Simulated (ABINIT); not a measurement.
KCl (Sylvite):

```
CELL_PARAMETERS angstrom
0.00000 3.14647 3.14647
3.14647 0.00000 3.14647
3.14647 3.14647 0.00000
ATOMIC_POSITIONS crystal
K 0.00000 0.00000 0.00000
Cl 0.50000 0.50000 0.50000
```

Base run:

```yaml
Program: ABINIT 10.8.3 (patched build)
Functional: PBEsol
Potentials_or_basis: SPMS NC PBE v1.0
Cutoff: 490 eV
k_mesh: 6 × 6 × 6
Occupations: fixed
Spin: no spin polarisation
```

Its results: band gap on the k mesh 5.02 eV, direct; pressure -0.5 GPa.

Question: The run is repeated on the same cell with these changes: functional from PBEsol to PBE0. What comes out?

Answer: Band gap on the k mesh 7.23 eV, direct; pressure 0.3 GPa.

PBE0 gives the wider gap, since exact exchange removes part of the self-interaction.

Caveats: the potentials were made for another functional, which shifts forces and pressure.

